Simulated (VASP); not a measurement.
# Pb (P6_3/mmc) in VASP: a series of runs

The runs below take Pb through single point, with PBE.

Program: VASP 6.6.1. These are calculated values, not measurements. Logs are shortened: lines on timing, memory, paths and dates and some standing lists are left out, and cuts for length are marked.

## Step 1: The crystal as given

The structure is hexagonal, space group P6_3/mmc (No. 194). Conventional cell: a = 3.524 Å, b = 3.524 Å, c = 11.495 Å, α = 90.00°, β = 90.00°, γ = 120.00°. Around Pb (site symmetry -3m) lie 12 Pb at 3.52 Å. Pb (site symmetry -6m2) is surrounded by 12 Pb at 3.52 Å.

This isn't the form of Pb at room conditions, which is fcc.

## Step 2: Single point, PBE

INCAR

```
SYSTEM = Pb
PREC = Accurate
ENCUT = 520
EDIFF = 1E-7
ISMEAR = 0
SIGMA = 0.1
LREAL = .FALSE.
LASPH = .TRUE.
NELM = 100
ALGO = Normal
ISIF = 2
LWAVE = .FALSE.
LCHARG = .FALSE.
GGA = PE
NBANDS = 36
```

KPOINTS

```
regular mesh
0
G
  6 6 2
  0 0 0
```

POSCAR

```
Pb
1.0
    3.5243661423      0.0000000000      0.0000000000
   -1.7621830711      3.0521906115      0.0000000000
    0.0000000000      0.0000000000     11.4952418100
Pb
4
Direct
    0.0000000000      0.0000000000      0.0000000000
    0.3333333300      0.6666666700      0.2500000000
    0.0000000000      0.0000000000      0.5000000000
    0.6666666700      0.3333333300      0.7500000000
```

Potentials or basis: VASP PAW PBE potentials, release 64 (Pb_d).

Launch:

```bash
cat potpaw_PBE.64/Pb_d/POTCAR > POTCAR
mpirun -np 1 vasp_std > vasp.out
```

OUTCAR:

```text
SYSTEM = Pb
   PREC = Accurate
   ENCUT = 520
   EDIFF = 1E-7
   ISMEAR = 0
   LREAL = .FALSE.
   LASPH = .TRUE.
   NELM = 100
   ISIF = 2
   GGA = PE

 ion  position               nearest neighbor table
   1  0.000  0.000  0.000-   2 3.52   4 3.52   4 3.52   2 3.52   4 3.52   2 3.52
   2  0.333  0.667  0.250-   1 3.52   3 3.52   1 3.52   3 3.52   1 3.52   3 3.52
   3  0.000  0.000  0.500-   2 3.52   4 3.52   4 3.52   2 3.52   4 3.52   2 3.52
   4  0.667  0.333  0.750-   1 3.52   3 3.52   1 3.52   3 3.52   1 3.52   3 3.52

  LATTYP: Found a hexagonal cell.
 ALAT       =     3.5243661423
 C/A-ratio  =     3.2616480087

  Lattice vectors:

 A1 = (   3.5243661423,   0.0000000000,   0.0000000000)
 A2 = (  -1.7621830711,   3.0521906115,   0.0000000000)
 A3 = (   0.0000000000,   0.0000000000,  11.4952418100)

Analysis of symmetry for initial positions (statically):
=====================================================================
 Subroutine PRICEL returns:
 Original cell was already a primitive cell.

 Routine SETGRP: Setting up the symmetry group for a
 hexagonal supercell.

 Subroutine GETGRP returns: Found 24 space group operations
 (whereof 12 operations were pure point group operations)
 out of a pool of 24 trial point group operations.

The static configuration has the point symmetry D_3d.
 The point group associated with its full space group is D_6h.

Analysis of symmetry for dynamics (positions and initial velocities):
=====================================================================
 Subroutine PRICEL returns:
 Original cell was already a primitive cell.

 Routine SETGRP: Setting up the symmetry group for a
 hexagonal supercell.

 Subroutine GETGRP returns: Found 24 space group operations
 (whereof 12 operations were pure point group operations)
 out of a pool of 24 trial point group operations.

The dynamic configuration has the point symmetry D_3d.
 The point group associated with its full space group is D_6h.

 Subroutine INISYM returns: Found 24 space group operations
 (whereof 12 operations are pure point group operations),
 and found     1 'primitive' translations

----------------------------------------------------------------------------------------

                                     Primitive cell

  volume of cell :     123.6547

  direct lattice vectors                    reciprocal lattice vectors
     3.524366142  0.000000000  0.000000000     0.283738965  0.163816768  0.000000000
    -1.762183071  3.052190611  0.000000000     0.000000000  0.327633535  0.000000000
     0.000000000  0.000000000 11.495241810     0.000000000  0.000000000  0.086992515

  length of vectors
     3.524366142  3.524366142 11.495241810     0.327633535  0.327633535  0.086992515

  position of ions in fractional coordinates (direct lattice)
     0.000000000  0.000000000  0.000000000
     0.333333330  0.666666670  0.250000000
     0.000000000  0.000000000  0.500000000
     0.666666670  0.333333330  0.750000000

  ion indices of the primitive-cell ions
   primitive index   ion index
                 1           1
                 2           2
                 3           3
                 4           4

----------------------------------------------------------------------------------------

 KPOINTS: regular mesh

Automatic generation of k-mesh.
 Grid dimensions read from file:
 generate k-points for:    6    6    2

 Generating k-lattice:

  Cartesian coordinates                     Fractional coordinates (reciprocal lattice)
     0.047289827  0.027302795  0.000000000     0.166666667  0.000000000  0.000000000
     0.000000000  0.054605589  0.000000000     0.000000000  0.166666667  0.000000000
     0.000000000  0.000000000  0.043496258     0.000000000  0.000000000  0.500000000

  Length of vectors
     0.054605589  0.054605589  0.043496258

  Shift w.r.t. Gamma in fractional coordinates (k-lattice)
     0.000000000  0.000000000  0.000000000

 Subroutine IBZKPT returns following result:
 ===========================================

 Found     14 irreducible k-points:

 Following reciprocal coordinates:
            Coordinates               Weight
  0.000000  0.000000  0.000000      1.000000
  0.166667 -0.000000  0.000000      6.000000
  0.333333 -0.000000  0.000000      6.000000
  0.500000  0.000000  0.000000      3.000000
  0.166667  0.166667  0.000000      6.000000
  0.333333  0.166667  0.000000     12.000000
  0.333333  0.333333  0.000000      2.000000
  0.000000  0.000000  0.500000      1.000000
  0.166667 -0.000000  0.500000      6.000000
  0.333333 -0.000000  0.500000      6.000000
  0.500000  0.000000  0.500000      3.000000
  0.166667  0.166667  0.500000      6.000000
  0.333333  0.166667  0.500000     12.000000
  0.333333  0.333333  0.500000      2.000000
   k-points           NKPTS =     14   k-points in BZ     NKDIM =     14   number of bands    NBANDS=     36
   number of dos      NEDOS =    301   number of ions     NIONS =      4
   total plane-waves  NPLWV =  70560
   dimension x,y,z NGX =    28 NGY =   28 NGZ =   90
   dimension x,y,z NGXF=    56 NGYF=   56 NGZF=  180
   ions per type =               4
   NGX,Y,Z   is equivalent  to a cutoff of  13.21, 13.21, 13.02 a.u.
   NGXF,Y,Z  is equivalent  to a cutoff of  26.42, 26.42, 26.03 a.u.
 SYSTEM =  Pb
   PREC   = accura    normal or accurate (medium, high low for compatibility)
   ISTART =      0    job   : 0-new  1-cont  2-samecut
   ICHARG =      2    charge: 1-file 2-atom 10-const
   ISPIN  =      1    spin polarized calculation?
   LNONCOLLINEAR =      F non collinear calculations
   LSORBIT =      F    spin-orbit coupling
   LASPH  =      T    aspherical Exc in radial PAW
   ENCUT  =  520.0 eV  38.22 Ry    6.18 a.u.   6.55  6.55 21.37*2*pi/ulx,y,z
   NELM   =    100;   NELMIN=  2; NELMDL= -5     # of ELM steps
   EDIFF  = 0.1E-06   stopping-criterion for ELM
   LREAL  =      F    real-space projection
   EDIFFG = 0.1E-05   stopping-criterion for IOM
   NSW    =      0    number of steps for IOM
   IBRION =     -1    ionic relax: 0-MD 1-quasi-New 2-CG
   NFREE  =      0    steps in history (QN), initial steepest desc. (CG)
   ISIF   =      2    stress and relaxation
   ISYM   =      2    0-nonsym 1-usesym 2-fastsym
   POTIM  = 0.5000    time-step for ionic-motion
   TEBEG  =    0.0;   TEEND  =   0.0 temperature during run
   PSTRESS=    0.0 pullay stress
   NELECT =      56.0000    total number of electrons
   NUPDOWN=      -1.0000    fix difference up-down
   EMIN   =  10.00;   EMAX   =-10.00  energy-range for DOS
   EFERMI =   0.00;   METHOD = LEGACY
   ISMEAR =     0;   SIGMA  =   0.10  broadening in eV -4-tet -1-fermi 0-gaus
   EFERMI_NEDOS =   21; number of points for ismear=-14 and -15
   IALGO  =     38    algorithm
   IMIX   =      4    mixing-type and parameters
     AMIX     =   0.40;   BMIX     =  1.00
     AMIX_MAG =   1.60;   BMIX_MAG =  1.00
  volume/ion in A,a.u.               =      30.91       208.62
  Fermi-wavevector in a.u.,A,eV,Ry     =   1.257189  2.375743 21.504338  1.580524
  Thomas-Fermi vector in A             =   2.390860
   LORBIT       =      0    0 simple, 1 ext, 2 COOP (PROOUT), +10 PAW based schemes
   GGA     = PE    functional components
   LHFCALC =     F    Hartree Fock is set to
   AEXX    =    0.0000 exact exchange contribution
   IVDW    =     0    specifies the selected vdW correction
   LEPSILON=     F    determine dielectric tensor
   LRPA    =     F    only Hartree local field effects (RPA)
 non-spin polarized calculation
 Gauss-broadening in eV      SIGMA  =   0.10
  energy-cutoff  :      520.00
  volume of cell :      123.65
 maximum number of plane-waves:      3402
 NGX is ok and might be reduce to    28
   NGX = 13   NGY = 13   NGZ = 43

 number of electron      56.0000006 magnetization

 Free energy of the ion-electron system (eV)
  ---------------------------------------------------
  ext. energy  EPLUGINS =         0.00000000
  ---------------------------------------------------
  free energy    TOTEN  =       -14.05609474 eV

  energy without entropy =      -14.02814563  energy(sigma->0) =      -14.04212018

 E-fermi :   7.3013     XC(G=0): -10.0936

 val. band max:        7.2719812732   @ k =   0.3333   0.1667   0.5000
 cond. band min:       7.3119663200   @ k =   0.3333   0.3333   0.0000
 fundamental gap:      0.0399850468
 Fermi energy:         7.3012808384

 k-point     1 :       0.0000    0.0000    0.0000
  band No.  band energies     occupation
      1     -10.0409      2.00000
      2     -10.0329      2.00000
      3     -10.0193      2.00000
      4     -10.0193      2.00000
      5     -10.0026      2.00000
      6     -10.0026      2.00000
[... 28 lines left out ...]
     35      14.2817      0.00000
     36      14.4100      0.00000

 k-point     2 :       0.1667   -0.0000    0.0000
  band No.  band energies     occupation
      1     -10.0531      2.00000
      2     -10.0447      2.00000
      3     -10.0035      2.00000
      4      -9.9991      2.00000
      5      -9.9853      2.00000
      6      -9.9671      2.00000
[... 28 lines left out ...]
     35      13.7131      0.00000
     36      14.2212      0.00000

 k-point     3 :       0.3333   -0.0000    0.0000
  band No.  band energies     occupation
      1     -10.1146      2.00000
      2     -10.0804      2.00000
      3     -10.0559      2.00000
      4     -10.0118      2.00000
      5     -10.0089      2.00000
      6      -9.9737      2.00000
[... 28 lines left out ...]
     35      11.5669      0.00000
     36      13.0810      0.00000
[... 352 lines left out ...]
 k-point    13 :       0.3333    0.1667    0.5000
  band No.  band energies     occupation
      1     -10.0703      2.00000
      2     -10.0703      2.00000
      3     -10.0227      2.00000
      4     -10.0227      2.00000
      5      -9.9995      2.00000
      6      -9.9995      2.00000
[... 28 lines left out ...]
     35      11.2812      0.00000
     36      11.2812      0.00000

 k-point    14 :       0.3333    0.3333    0.5000
  band No.  band energies     occupation
      1     -10.0554      2.00000
      2     -10.0554      2.00000
      3     -10.0089      2.00000
      4     -10.0089      2.00000
      5      -9.9305      2.00000
      6      -9.9305      2.00000
[... 28 lines left out ...]
     35      10.2260      0.00000
     36      10.2260      0.00000

------------------------ aborting loop because EDIFF is reached ----------------------------------------

  FORCE on cell =-STRESS in cart. coord.  units (eV):
  Direction    XX          YY          ZZ          XY          YZ          ZX
  --------------------------------------------------------------------------------------
  -------------------------------------------------------------------------------------
  Total        1.7018561      1.7018561     -0.3737358      0.0000000      0.0000000      0.0000000
  in kB       22.0507134     22.0507134     -4.8424423      0.0000000      0.0000000      0.0000000
  external PRESSURE =      13.0863282 kB  Pullay stress =       0.0000000 kB

 VOLUME and BASIS-vectors are now :
 -----------------------------------------------------------------------------
  energy-cutoff  :      520.00
  volume of cell :      123.65
      direct lattice vectors                 reciprocal lattice vectors
     3.524366142  0.000000000  0.000000000     0.283738965  0.163816768  0.000000000
    -1.762183071  3.052190611  0.000000000     0.000000000  0.327633535  0.000000000
     0.000000000  0.000000000 11.495241810     0.000000000  0.000000000  0.086992515

 POSITION                                       TOTAL-FORCE (eV/Angst)
 -----------------------------------------------------------------------------------
      0.00000      0.00000      0.00000        -0.000000      0.000000      0.000000
     -0.00000      2.03479      2.87381         0.000000      0.000000     -0.000000
      0.00000      0.00000      5.74762        -0.000000      0.000000      0.000000
      1.76218      1.01740      8.62143        -0.000000      0.000000     -0.000000
 -----------------------------------------------------------------------------------
    total drift:                                0.000000      0.000000      0.000000

  FREE ENERGIE OF THE ION-ELECTRON SYSTEM (eV)
  ---------------------------------------------------
  free  energy   TOTEN  =       -14.0560947356 eV

  energy  without entropy=      -14.0281456267  energy(sigma->0) =      -14.04212018
```

Run time: 65 s. Hardware: 1 thread of Intel Xeon Platinum 8175M at 2.50GHz (Skylake/Cascade Lake), shared host; peak memory 0.25 GiB.

Results:

```yaml
Free_energy: -14.0561 eV
Pressure: 1.3 GPa
Band_gap_on_the_k_mesh: none (metal or under the smearing width)
```

Stress tensor (GPa, compression positive):
```
 2.21  0.00  0.00
 0.00  2.21  0.00
 0.00  0.00 -0.48
```

Levels at points of the mesh, in eV from the Fermi level:
```tsv
k point	band 25	band 26	band 27	band 28	band 29	band 30	band 31	band 32
(0.00, 0.00, 0.00)	-4.34	0.50	0.51	5.22	5.22	5.98	5.98	6.06
(0.50, 0.00, 0.00)	-4.19	-3.86	-2.55	-2.02	-0.23	0.57	1.78	3.09
(0.00, 0.00, 0.50)	-2.71	-2.71	4.31	4.31	5.44	5.44	5.44	5.44
(0.50, 0.00, 0.50)	-3.67	-3.67	-2.95	-2.95	1.10	1.10	2.13	2.13
```

Spin-orbit coupling is left out, which matters for the levels of Pb.

## Step 3: Single point, PBE

This run uses another cell than the first one, of 31.94 Å³/atom, 1.033 times its volume.

INCAR

```
PREC     = Accurate       # precision mode
ENCUT    = 520            # plane-wave cutoff, eV
EDIFF    = 1E-6           # SCF threshold, eV
ISMEAR   = 0              # smearing method
SIGMA    = 0.1            # smearing width, eV
LREAL    = F              # projectors in reciprocal space
LASPH    = T              # aspherical terms in the spheres
NELM     = 100            # most SCF steps
ALGO     = Fast           # electronic algorithm
ISIF     = 2              # what is computed and relaxed
LWAVE    = F              # write WAVECAR
LCHARG   = F              # write CHGCAR
GGA      = PE             # functional
NBANDS   = 36             # bands
```

KPOINTS

```
regular mesh
0
Gamma
  15 15 4
```

POSCAR

```
Pb
1.0
    3.5596347306      0.0000000000      0.0000000000
   -1.7798173653      3.0827341049      0.0000000000
    0.0000000000      0.0000000000     11.6427508476
Pb
4
Direct
    0.0000000000      0.0000000000      0.0000000000
    0.3333333333      0.6666666667      0.2500000000
    0.0000000000      0.0000000000      0.5000000000
    0.6666666667      0.3333333333      0.7500000000
```

Potentials or basis: VASP PAW PBE potentials, release 64 (Pb_d).

Launch:

```bash
cat potpaw_PBE.64/Pb_d/POTCAR > POTCAR
mpirun -np 1 vasp_std > vasp.out
```

It took 7.2 min on 1 thread of Intel Xeon Platinum 8488C (Sapphire Rapids), shared host; peak memory 0.42 GiB.

It converged, with:

```
Free energy            : -14.2449 eV
Pressure               : -0.1 GPa
Band gap on the k mesh : none (metal or under the smearing width)
```

Levels at points of the mesh, in eV from the Fermi level:
```csv
k point,band 25,band 26,band 27,band 28,band 29,band 30,band 31,band 32
"(0.00, 0.00, 0.00)",-3.94,0.66,0.66,5.31,5.31,6.05,6.05,6.11
"(0.00, 0.00, 0.50)",-2.42,-2.42,4.34,4.34,5.53,5.53,5.53,5.53
```

The run has no spin-orbit coupling, so splittings on Pb are missing.
